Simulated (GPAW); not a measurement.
Wanted: an ASE script for a GPAW 26.7.0 run.

| Property | Result |
| --- | --- |
| Task | dielectric tensor |
| Functional | PBE |
| Potentials or basis | GPAW PAW data sets (gpaw-data 1.2.1) |
| Cutoff | 600 eV |
| Basis | pw |
| k mesh | 10 × 10 × 10 |
| Occupations | fermi-dirac, width 0.001 eV |
| Spin | no spin polarisation |
| Response ecut | 80 eV |
| Maxiter | 150 |
| Response k mesh | 32 × 32 × 32 |
| Response bands | 24 |
| Kernels | ["RPA", "LR0.1", "LR0.3"] |
| Coarser k mesh | 22 × 22 × 22 |

BN:

```xyz
2
Lattice="0.0000 1.8130 1.8130 1.8130 0.0000 1.8130 1.8130 1.8130 0.0000" Properties=species:S:1:pos:R:3 pbc="T T T"
N     0.9065    0.9065    0.9065
B     0.0000    0.0000    0.0000
```

The cell is a database's computed one.

One way to write it, as run:

run.py

```python
import numpy as np
from ase import Atoms
from ase.dft.bandgap import bandgap
from ase.io import write
from gpaw import GPAW, PW
from gpaw.response.df import DielectricFunction

atoms = Atoms(['N', 'B'],
              cell=[[0.0, 1.813001, 1.813001],
                    [1.813001, 0.0, 1.813001],
                    [1.813001, 1.813001, 0.0]],
              scaled_positions=[[0.25, 0.25, 0.25],
                                [0.0, 0.0, 0.0]],
              pbc=True)

calc = GPAW(mode=PW(600),
            xc='PBE',
            kpts={'size': (10, 10, 10), 'gamma': True},
            occupations={'name': 'fermi-dirac', 'width': 0.001},
            nbands=11,
            convergence={'density': 1e-06},
            maxiter=150,
            txt='gpaw.txt')
atoms.calc = calc
energy = atoms.get_potential_energy()
calc.write('gs.gpw')
write('result.traj', atoms)
print(f'Energy: {energy:.6f} eV')
print('Fermi level:', round(calc.get_fermi_level(), 4), 'eV')
print(f'Gap: {bandgap(calc)[0]:.4f} eV, direct: {bandgap(calc, direct=True)[0]:.4f} eV')

for size in [(22, 22, 22), (32, 32, 32)]:
    name = 'x'.join(str(n) for n in size)
    dense = calc.fixed_density(kpts={'size': size, 'gamma': True},
                               nbands=30, convergence={'bands': 24, 'eigenstates': 1e-7},
                               update_fermi_level=True, txt=f'dense-{name}.txt')
    dense.write(f'{name}.gpw', mode='all')
    df = DielectricFunction(f'{name}.gpw', frequencies=np.array([0.0]), hilbert=False, eta=0.001,
                            ecut=80, nbands=24, intraband=False, txt=f'df-{name}.txt')
    for xc in ['RPA', 'LR0.1', 'LR0.3']:
        for direction in ['x', 'y', 'z', [0, 1, 1], [1, 0, 1], [1, 1, 0]]:
            e0, e = df.get_macroscopic_dielectric_constant(xc=xc, direction=direction)
            print(f'{name} {xc} {direction}: {e0:.4f} without, {e:.4f} with local fields')
```

Potentials or basis: GPAW PAW data sets (gpaw-data 1.2.1), pw.

The run is started by

```bash
$ OMP_NUM_THREADS=1 python run.py
```

It gave:

```yaml
Band_gap_on_the_k_mesh: 4.44 eV, indirect (least direct gap 8.78 eV)
Electronic_dielectric_tensor_diagonal: 4.52
```

Caveat: the long-wavelength limit can be off by a per cent or two.

Run time: 4.5 min on 1 thread of Arm Neoverse V1 (shared host), peak memory 0.61 GiB.
